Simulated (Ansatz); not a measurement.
Here is an unrelaxed guess for TaAs.

```xyz
2
Lattice="3.5245 0.0000 0.0000 -1.7623 3.0523 0.0000 0.0000 0.0000 3.3952" Properties=species:S:1:pos:R:3 pbc="T T T"
Ta    0.0000    2.0349    1.6976
As    0.0000    0.0000    0.0000
```

All numbers below come from DFT PBE, scalar-relativistic, plane waves, PAW (Ansatz). Cutoff 420 eV; k points 6×6×6 on the computed 2-atom cell (Γ-centred); Gaussian smearing, width 0.10 eV; no spin polarisation.

The zero of energy is the elements' standard structures at the same level; no fitted shifts are applied.

**Question.** Estimate its pressure, forces and energy as it stands.

**Answer.** The pressure is -4.4 GPa (the mean over three directions, positive in compression), the largest force is 0.00 eV/Å (symmetry fixes the atoms), and the energy is −0.52 eV/atom against the elements. The shortest distance is 2.65 Å.

**Question.** How much does it gain on relaxing, and where does it end?

**Answer.** Relaxing gains under 0.1 eV/atom (the start's value is from the coarse mesh, so the gain is rough) in 9 ionic steps and ends at −0.54 eV/atom on the finer mesh. The symmetry stays P-6m2 (No. 187). The end has the tungsten carbide type. The volume per atom shrinks by 3.7 %, from 18.3 to 17.6 Å³. The shortest distance goes from 2.65 Å (Ta–As) to 2.63 Å (Ta–As). Conventional cell: a = 3.414 Å, c = 3.484 Å. Ta has 6 As at 2.63 Å; As has 6 Ta at 2.63 Å.

The last run used an 18×18×16 mesh (in the run's order of axes) for its 2-atom cell and Gaussian smearing of 0.10 eV. Spin–orbit coupling, which can matter for Ta, is left out. The reference form of As is held partly by dispersion forces, which this level lacks. The relaxation can't lower the symmetry of the start. Symmetry constrained the relaxation, so the result can be a saddle point.
